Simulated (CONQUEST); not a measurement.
# LiCl under changes of volume

One of the cells (16.871 Å³/atom); the others are scaled copies at fixed shape and fractional positions:

```
Cl Li
1.0
     3.62713    0.00000    0.00000
     0.00000    3.62713    0.00000
     0.00000    0.00000    5.12954
Cl Li
2 2
Direct
  0.00000 0.00000 0.50000
  0.50000 0.50000 0.00000
  0.00000 0.00000 0.00000
  0.50000 0.50000 0.50000
```

```yaml
Program: CONQUEST 1.3
Functional: PBEsol
Potentials_or_basis: PseudoDojo NC PBEsol, DZP, grid of 36 × 36 × 48 points
k_mesh: 7 × 7 × 5
Occupations: fermi-dirac, width 0.05 eV
Spin: no spin polarisation
```

```tsv
volume (Å³/atom)	energy over the lowest point (meV/atom)	pressure (GPa)	gap on the mesh (eV)
15.859	?	?	?
16.196	0.14	0.4	6.52
16.534	0.00	-0.3	6.40
16.871	1.20	-0.9	6.29
17.209	3.69	-1.5	6.18
17.546	7.41	-2.1	6.07
17.883	12.33	-2.6	5.97
```

Problem. What does the run at 15.859 Å³/atom give?

Solution. Energy over the lowest point 1.83 meV/atom; pressure 1.2 GPa; gap on the mesh 6.65 eV.

Worked out: A Birch-Murnaghan fit of order 3 (a polynomial in V^(-2/3)) to the other rows has its minimum at 16.40 Å³/atom with B0 = V·E''(V) = 31 GPa (rough, since the energies scatter). It gives 1.64 meV/atom at 15.859 Å³/atom, against the run's 1.83, and -dE/dV = 1.0 GPa, against 1.2. A straight line through the other rows of the gap, of slope -5.55 eV per unit of ln V, extrapolates to 6.63 eV, against the run's 6.65.

Energies are extrapolated to zero smearing.

Caveats: an odd mesh through Γ misses points on the zone boundary, where band edges often lie; the basis of atomic orbitals isn't converged, which shifts pressures, moduli and gaps; the real-space grid breaks the cell's symmetry a little (some runs).
